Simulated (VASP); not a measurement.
# CdBr2 (Fm-3m): band edges, masses and strain, part 2 of 8

Aim: the gap of CdBr2, the masses at its band edges and their response to strain. The cell is generated by rule, not measured, and may not be a known phase.

VASP 6.6.1, plane waves and PAW; the level of theory is named at each step.

So far, least gap on mesh and path (eV): step 3 (bands on a dense mesh) 0.250.

## (4) Effective masses

Level of this step: PBE; plane waves and PAW (Cd, Br); invented cell (VASP).

Masses follow from the curvature at each edge; two step lengths test the parabola and the numerical noise.

Input file INCAR:

```
SYSTEM = CdBr2
PREC = Accurate
ENCUT = 400
EDIFF = 1E-08
NELM = 100
ISMEAR = 0
SIGMA = 0.02
LREAL = .FALSE.
ALGO = Normal
GGA = PE
NBANDS = 19
LORBIT = 11
LWAVE = .FALSE.
LCHARG = .FALSE.
KPAR = 4
```

Input file POSCAR:

```
CdBr2
1.0
    0.0000000000      3.4945900000      3.4945900000
    3.4945900000      0.0000000000      3.4945900000
    3.4945900000      3.4945900000      0.0000000000
Cd Br
1 2
Direct
    0.0000000000      0.0000000000      0.0000000000
    0.2500000000      0.2500000000      0.2500000000
    0.7500000000      0.7500000000      0.7500000000
```

Input file KPOINTS:

```
Automatic mesh
0
Gamma
8 8 8
0 0 0
```

Input file KPOINTS_OPT:

```
points round the band edges
26
Reciprocal
  0.5000000000   0.0000000000   0.5000000000 1
  0.0000000000   0.0000000000   0.0000000000 1
  0.5000000000  -0.0044494502   0.4955505498 1
  0.5000000000   0.0044494502   0.5044494502 1
  0.4955505498   0.0000000000   0.4955505498 1
  0.5044494502   0.0000000000   0.5044494502 1
  0.4955505498  -0.0044494502   0.5000000000 1
  0.5044494502   0.0044494502   0.5000000000 1
  0.5000000000  -0.0166854382   0.4833145618 1
  0.5000000000   0.0166854382   0.5166854382 1
  0.4833145618   0.0000000000   0.4833145618 1
  0.5166854382   0.0000000000   0.5166854382 1
  0.4833145618  -0.0166854382   0.5000000000 1
  0.5166854382   0.0166854382   0.5000000000 1
  0.0000000000  -0.0044494502  -0.0044494502 1
  0.0000000000   0.0044494502   0.0044494502 1
 -0.0044494502   0.0000000000  -0.0044494502 1
  0.0044494502   0.0000000000   0.0044494502 1
 -0.0044494502  -0.0044494502   0.0000000000 1
  0.0044494502   0.0044494502   0.0000000000 1
  0.0000000000  -0.0166854382  -0.0166854382 1
  0.0000000000   0.0166854382   0.0166854382 1
 -0.0166854382   0.0000000000  -0.0166854382 1
  0.0166854382   0.0000000000   0.0166854382 1
 -0.0166854382  -0.0166854382   0.0000000000 1
  0.0166854382   0.0166854382   0.0000000000 1
```

Potentials, in the order of the species: Cd and Br (PBE family, release 64).

On the command line:

```sh
> mpirun -np 4 vasp_std
```

What it wrote:

```text
[... set-up lines as in an earlier step ...]
 entering main loop
       N       E                     dE             d eps       ncg     rms          rms(c)
[... 12 cycles as in an earlier step ...]
DAV:  13    -0.576683854207E+01    0.65677E-08   -0.13010E-06  1225   0.882E-03    0.207E-03
DAV:  14    -0.576683849743E+01    0.44636E-07   -0.14838E-07  1183   0.321E-03    0.272E-04
DAV:  15    -0.576683850743E+01   -0.99944E-08   -0.20871E-08  1171   0.120E-03
   1 F= -.57668385E+01 E0= -.57668385E+01  d E =-.396307E-14
 Start KPOINTS_OPT (optional k-point list driver)
k-point batch [1-26\26]
       N       E                     dE             ncg
DAV:   1     0.680539993296E+03   -0.91341E+04      988
DAV:   2    -0.318075285152E+04   -0.38613E+04     1265
DAV:   3    -0.342770410311E+04   -0.24695E+03     1069
DAV:   4    -0.343000910871E+04   -0.23050E+01     1199
DAV:   5    -0.343002209434E+04   -0.12986E-01     1103
DAV:   6    -0.343002222295E+04   -0.12860E-03     1242
DAV:   7    -0.343002222473E+04   -0.17823E-05     1139
DAV:   8    -0.343002222476E+04   -0.29128E-07     1168
DAV:   9    -0.343002222476E+04   -0.81172E-09      838
```

It took 24 s on 4 MPI ranks of AMD EPYC 7R43, shared host; peak memory 0.7 GiB; 90 s of CPU time.

From OUTCAR (step 4):

```text
The static configuration has the point symmetry O_h .

 Found     29 irreducible k-points:

   NELECT =      26.0000    total number of electrons

 E-fermi :   0.8239

 k-point     1 :       0.0000    0.0000    0.0000
  band No.  band energies     occupation
    ...
      9      -1.3561      2.00000
     10      -1.3561      2.00000
     11      -0.1591      2.00000
     12      -0.1591      2.00000
     13      -0.1591      2.00000
     14       0.9763      0.00000
     15       5.4803      0.00000
     16       5.4803      0.00000
     17       5.4803      0.00000
     18       8.8673      0.00000
    ...

 k-point     2 :       0.1250    0.0000    0.0000
  band No.  band energies     occupation
    ...
      9      -1.3729      2.00000
     10      -1.3729      2.00000
     11      -0.7148      2.00000
     12      -0.2481      2.00000
     13      -0.2481      2.00000
     14       1.7600      0.00000
     15       5.5626      0.00000
     16       5.6957      0.00000
     17       5.6957      0.00000
     18       9.1126      0.00000
    ...

  Total        0.1045331      0.1045331      0.1045331      0.0000000     -0.0000000     -0.0000000
  in kB        1.9622113      1.9622113      1.9622113      0.0000000     -0.0000000     -0.0000000
  external PRESSURE =       1.9622113 kB  Pullay stress =       0.0000000 kB

 POSITION                                       TOTAL-FORCE (eV/Angst)
 -----------------------------------------------------------------------------------
      0.00000      0.00000      0.00000        -0.000000      0.000000      0.000000
      1.74730      1.74730      1.74730         0.000000     -0.000000     -0.000000
      5.24188      5.24188      5.24188        -0.000000      0.000000      0.000000
 -----------------------------------------------------------------------------------
    total drift:                                0.000000     -0.000000      0.000000

  FREE ENERGIE OF THE ION-ELECTRON SYSTEM (eV)
  ---------------------------------------------------
  free  energy   TOTEN  =        -5.7668385074 eV

  energy  without entropy=       -5.7668385074  energy(sigma->0) =       -5.76683851

[... 9 parts as in an earlier step ...]

[... 5 further parts left out ...]
```

Numbers from this step:

```
SCF cycles           : 15
bands                : 19
irreducible k-points : 29
Fermi energy         : 0.8239 eV
pressure             : 0.1962 GPa
```

Central differences; holes have negative curvature. Effective masses along the Cartesian axes:

| edge | band from the gap | direction | step (Å⁻¹) | mass (electron masses) |
| --- | --- | --- | --- | --- |
| VBM | -1 | x | 0.008 | -18.57 |
| VBM | -1 | y | 0.008 | -0.4349 |
| VBM | -1 | z | 0.008 | -18.57 |
| VBM | -1 | x | 0.03 | -18.63 |
| VBM | -1 | y | 0.03 | -0.4358 |
| VBM | -1 | z | 0.03 | -18.63 |
| CBM | 1 | x | 0.008 | 0.1104 |
| CBM | 1 | y | 0.008 | 0.1104 |
| CBM | 1 | z | 0.008 | 0.1104 |
| CBM | 1 | x | 0.03 | 0.1137 |
| CBM | 1 | y | 0.03 | 0.1137 |
| CBM | 1 | z | 0.03 | 0.1137 |

The run ends at a pressure of 0.20 GPa.

## (5) Bands with spin-orbit coupling

This step: PBE, spin-orbit coupling; plane waves and PAW (Cd, Br); invented cell (VASP 6.6.1).

Spin-orbit coupling can split and shift the band edges, more so for heavy elements, so the bands are solved again with spinors.

Input file INCAR:

```
SYSTEM = CdBr2
PREC = Accurate
ENCUT = 400
EDIFF = 1E-06
NELM = 100
ISMEAR = 0
SIGMA = 0.02
LREAL = .FALSE.
ALGO = Normal
GGA = PE
LNONCOLLINEAR = .TRUE.
MAGMOM = 0 0 0 0 0 0 0 0 0
NBANDS = 38
GGA_COMPAT = .FALSE.
LASPH = .TRUE.
LSORBIT = .TRUE.
LORBIT = 11
LWAVE = .FALSE.
LCHARG = .FALSE.
KPAR = 4
ISIF = 2
```

POSCAR is that of step 4.

KPOINTS is that of step 4.

Input file KPOINTS_OPT:

```
Line mode
16
Line-mode
Reciprocal
  0.00000000   0.00000000   0.00000000 GAMMA
  0.50000000   0.00000000   0.50000000 X

  0.50000000   0.00000000   0.50000000 X
  0.50000000   0.25000000   0.75000000 W

  0.50000000   0.25000000   0.75000000 W
  0.37500000   0.37500000   0.75000000 K

  0.37500000   0.37500000   0.75000000 K
  0.00000000   0.00000000   0.00000000 GAMMA

  0.00000000   0.00000000   0.00000000 GAMMA
  0.50000000   0.50000000   0.50000000 L

  0.50000000   0.50000000   0.50000000 L
  0.62500000   0.25000000   0.62500000 U

  0.62500000   0.25000000   0.62500000 U
  0.50000000   0.25000000   0.75000000 W

  0.50000000   0.25000000   0.75000000 W
  0.50000000   0.50000000   0.50000000 L

  0.50000000   0.50000000   0.50000000 L
  0.37500000   0.37500000   0.75000000 K

  0.62500000   0.25000000   0.62500000 U
  0.50000000   0.00000000   0.50000000 X
```

On the command line:

```sh
> mpirun -np 4 vasp_ncl
```

What it wrote:

```text
[... set-up lines as in an earlier step ...]
 entering main loop
       N       E                     dE             d eps       ncg     rms          rms(c)
DAV:   1     0.162340712859E+03    0.16234E+03   -0.10462E+04  2252   0.989E+02
DAV:   2     0.503576992045E+01   -0.15730E+03   -0.14975E+03  2622   0.262E+02
DAV:   3    -0.647397433556E+01   -0.11510E+02   -0.11442E+02  2512   0.704E+01
DAV:   4    -0.657832502430E+01   -0.10435E+00   -0.10429E+00  2578   0.701E+00
DAV:   5    -0.657916195590E+01   -0.83693E-03   -0.83689E-03  2542   0.609E-01    0.608E+00
DAV:   6    -0.592358918782E+01    0.65557E+00   -0.77536E-01  2554   0.106E+01    0.488E+00
DAV:   7    -0.585648186386E+01    0.67107E-01   -0.29055E-01  2384   0.377E+00    0.228E+00
DAV:   8    -0.585447824771E+01    0.20036E-02   -0.31298E-02  2516   0.191E+00    0.857E-01
DAV:   9    -0.585417822007E+01    0.30003E-03   -0.89467E-04  2550   0.293E-01    0.276E-01
DAV:  10    -0.585435687179E+01   -0.17865E-03   -0.15922E-03  2322   0.369E-01    0.616E-02
DAV:  11    -0.585431845579E+01    0.38416E-04   -0.36552E-04  2372   0.244E-01    0.481E-02
DAV:  12    -0.585432395697E+01   -0.55012E-05   -0.21795E-05  2450   0.394E-02    0.763E-03
DAV:  13    -0.585432403663E+01   -0.79656E-07   -0.31023E-06  2542   0.997E-03
   1 F= -.58543240E+01 E0= -.58543240E+01  d E =-.468918E-11  mag=    -0.0000     0.0000    -0.0000
 Start KPOINTS_OPT (optional k-point list driver)
k-point batch [1-29\160]
       N       E                     dE             ncg
DAV:   1     0.836417475370E+03   -0.12275E+05     2204
DAV:   2    -0.360493982552E+04   -0.44414E+04     2624
DAV:   3    -0.391897733331E+04   -0.31404E+03     2500
DAV:   4    -0.392183626293E+04   -0.28589E+01     2602
DAV:   5    -0.392186252725E+04   -0.26264E-01     2560
DAV:   6    -0.392186296635E+04   -0.43910E-03     2584
DAV:   7    -0.392186297706E+04   -0.10707E-04     2494
DAV:   8    -0.392186297737E+04   -0.31915E-06     1868
[...]
k-point batch [146-160\160]
       N       E                     dE             ncg
DAV:   1     0.882843342642E+04   -0.94271E+04     1172
DAV:   2     0.652072224357E+04   -0.23077E+04     1366
DAV:   3     0.636114065969E+04   -0.15958E+03     1328
DAV:   4     0.635970442541E+04   -0.14362E+01     1408
DAV:   5     0.635969128556E+04   -0.13140E-01     1328
DAV:   6     0.635969106656E+04   -0.21900E-03     1392
DAV:   7     0.635969106165E+04   -0.49115E-05     1332
DAV:   8     0.635969106153E+04   -0.12016E-06     1024
```

The job ended after 3.4 min (4 MPI ranks; peak memory 1.4 GiB; 13 min of CPU time).

From OUTCAR (step 5):

```text
   k-points           NKPTS =     29   k-points in BZ     NKDIM =     29   number of bands    NBANDS=     38

   NELECT =      26.0000    total number of electrons

 E-fermi :   0.9011

 k-point     1 :       0.0000    0.0000    0.0000
  band No.  band energies     occupation
    ...
     22      -0.5207      1.00000
     23       0.0135      1.00000
     24       0.0135      1.00000
     25       0.0135      1.00000
     26       0.0135      1.00000
     27       0.9795      0.00000
     28       0.9795      0.00000
     29       5.2812      0.00000
     30       5.2812      0.00000
     31       5.5737      0.00000
    ...

  Total        0.1187122      0.1187122      0.1187122     -0.0000000      0.0000000      0.0000000
  in kB        2.2283699      2.2283699      2.2283699     -0.0000000      0.0000000      0.0000000
  external PRESSURE =       2.2283699 kB  Pullay stress =       0.0000000 kB

 POSITION                                       TOTAL-FORCE (eV/Angst)
 -----------------------------------------------------------------------------------
      0.00000      0.00000      0.00000        -0.000000      0.000000     -0.000000
      1.74730      1.74730      1.74730         0.000000      0.000000      0.000000
      5.24188      5.24188      5.24188        -0.000000     -0.000000     -0.000000
 -----------------------------------------------------------------------------------
    total drift:                                0.000000     -0.000000     -0.000000

  FREE ENERGIE OF THE ION-ELECTRON SYSTEM (eV)
  ---------------------------------------------------
  free  energy   TOTEN  =        -5.8543240366 eV

  energy  without entropy=       -5.8543240366  energy(sigma->0) =       -5.85432404

 Spin-Orbit-Coupling matrix elements
 Ion:    1  E_soc:     -0.0490251
 Ion:    2  E_soc:     -0.0627149
 Ion:    3  E_soc:     -0.0627149

 magnetization (x)
# of ion       s       p       d       tot
------------------------------------------
    1       -0.000  -0.000   0.000  -0.000
    2       -0.000   0.000   0.000   0.000
    3       -0.000   0.000   0.000   0.000
--------------------------------------------------
tot         -0.000   0.000   0.000   0.000

 magnetization (y)
# of ion       s       p       d       tot
------------------------------------------
    1       -0.000   0.000  -0.000  -0.000
    2        0.000   0.000   0.000   0.000
    3        0.000   0.000   0.000   0.000
--------------------------------------------------
tot          0.000   0.000  -0.000   0.000

 magnetization (z)
# of ion       s       p       d       tot
------------------------------------------
    1        0.000   0.000   0.000   0.000
    2       -0.000   0.000   0.000  -0.000
    3       -0.000   0.000   0.000  -0.000
--------------------------------------------------
tot         -0.000   0.000   0.000  -0.000

[... 7 parts as in an earlier step ...]

[... 9 further parts left out ...]
```

LASPH is on here and off in the session's scalar semilocal runs, so a comparison with those holds both changes.

This step gave:

```
SCF cycles                        : 13
bands                             : 38
free energy (TOTEN)               : -5.854 eV
Fermi energy                      : 0.9011 eV
pressure                          : 0.2228 GPa
least gap on mesh and path        : 0.2301 eV
least direct gap on mesh and path : 0.9660 eV
valence top at k                  : 0.5, 0.5, 0
```

The spin moment in the PAW sphere vanishes on all atoms.

On-site spin-orbit energy by atom:

| atom | on-site spin-orbit energy (eV) |
| --- | --- |
| Cd1 | -0.0490 |
| Br2 | -0.0627 |
| Br3 | -0.0627 |

The electronic bands at the labelled points (eV, zero at the valence-band top; v1 is the highest filled band, c1 the lowest empty one):

| point | v4 | v3 | v2 | v1 | c1 | c2 | c3 | c4 |
| --- | --- | --- | --- | --- | --- | --- | --- | --- |
| Γ | -0.74 | -0.74 | -0.74 | -0.74 | 0.23 | 0.23 | 4.53 | 4.53 |
| 0.47 of the way | -0.74 | -0.74 | -0.38 | -0.38 | 1.66 | 1.66 | 4.33 | 4.33 |
| X | -0.02 | -0.02 | 0.00 | 0.00 | 1.85 | 1.85 | 5.11 | 5.11 |
| 0.47 of the way | -0.14 | -0.14 | -0.02 | -0.02 | 2.09 | 2.09 | 5.65 | 5.65 |
| W | -0.17 | -0.17 | -0.03 | -0.03 | 2.42 | 2.42 | 6.34 | 6.34 |
| 0.47 of the way | -0.26 | -0.26 | -0.07 | -0.07 | 2.38 | 2.38 | 6.36 | 6.36 |
| K | -0.52 | -0.52 | -0.08 | -0.08 | 2.33 | 2.33 | 6.24 | 6.24 |
| 0.47 of the way | -1.56 | -1.56 | -0.45 | -0.45 | 2.26 | 2.26 | 5.51 | 5.51 |
| Γ | -0.74 | -0.74 | -0.74 | -0.74 | 0.23 | 0.23 | 4.53 | 4.53 |
| 0.47 of the way | -1.32 | -1.32 | -1.02 | -1.02 | 1.90 | 1.90 | 5.16 | 5.16 |
| L | -1.66 | -1.66 | -1.40 | -1.40 | 2.89 | 2.89 | 6.62 | 6.62 |
| 0.47 of the way | -1.07 | -1.07 | -0.73 | -0.73 | 2.70 | 2.70 | 6.59 | 6.59 |
| U | -0.52 | -0.52 | -0.08 | -0.08 | 2.33 | 2.33 | 6.24 | 6.24 |
| 0.47 of the way | -0.29 | -0.29 | -0.07 | -0.07 | 2.37 | 2.37 | 6.34 | 6.34 |
| W | -0.17 | -0.17 | -0.03 | -0.03 | 2.42 | 2.42 | 6.34 | 6.34 |
| 0.53 of the way | -0.76 | -0.76 | -0.70 | -0.70 | 2.66 | 2.66 | 6.59 | 6.59 |
| L | -1.66 | -1.66 | -1.40 | -1.40 | 2.89 | 2.89 | 6.62 | 6.62 |
| 0.53 of the way | -0.99 | -0.99 | -0.60 | -0.60 | 2.65 | 2.65 | 6.56 | 6.56 |
| K | -0.52 | -0.52 | -0.08 | -0.08 | 2.33 | 2.33 | 6.24 | 6.24 |
| jump to U | -0.52 | -0.52 | -0.08 | -0.08 | 2.33 | 2.33 | 6.24 | 6.24 |
| 0.53 of the way | -0.15 | -0.15 | -0.03 | -0.03 | 1.98 | 1.98 | 5.41 | 5.41 |
| X | -0.02 | -0.02 | 0.00 | 0.00 | 1.85 | 1.85 | 5.11 | 5.11 |

Of the projections kept (Cd, Br), the largest for each band there; the rest of the weight can lie on other orbitals:

| point | v4 | v3 | v2 | v1 | c1 | c2 | c3 | c4 |
| --- | --- | --- | --- | --- | --- | --- | --- | --- |
| Γ | Br 0.96 | Br 0.96 | Br 0.96 | Br 0.96 | Cd 0.78 | Cd 0.78 | Cd 0.65 | Cd 0.65 |
| X | Br 1.00 | Br 1.00 | Br 0.97 | Br 0.97 | Cd 0.64 | Cd 0.64 | Cd 0.59 | Cd 0.59 |
| W | Br 1.00 | Br 1.00 | Br 0.97 | Br 0.97 | Cd 0.57 | Cd 0.57 | Cd 0.57 | Cd 0.57 |
| K | Br 0.96 | Br 0.96 | Br 0.99 | Br 0.99 | Cd 0.58 | Cd 0.58 | Br 0.51 | Br 0.51 |
| Γ | Br 0.96 | Br 0.96 | Br 0.96 | Br 0.96 | Cd 0.78 | Cd 0.78 | Cd 0.65 | Cd 0.65 |
| L | Br 0.91 | Br 0.91 | Br 0.92 | Br 0.92 | Br 0.52 | Br 0.52 | Cd 0.58 | Cd 0.58 |

[end of part 2 of 8]

[Lines on the potential files, build, host, timing and source positions are cut from VASP's logs without a mark.]

[Logs are printed without paths, hosts, clocks, repeated set-up lines and the standing remarks that a program may print on its own settings, such as how far it seeks lower states.]

[Hosts, paths, dates, database ids (printed as entryN), source tags and the programs' standing remarks are cut or masked in the printed files.]

[In band tables of VASP the shares of atoms and orbitals are scaled to a sum of 1 inside the atoms' spheres.]

[Gaps and slopes under strain along one axis are those of the sampled path and mesh points; where strain splits equal valleys, another of them can be the edge.]
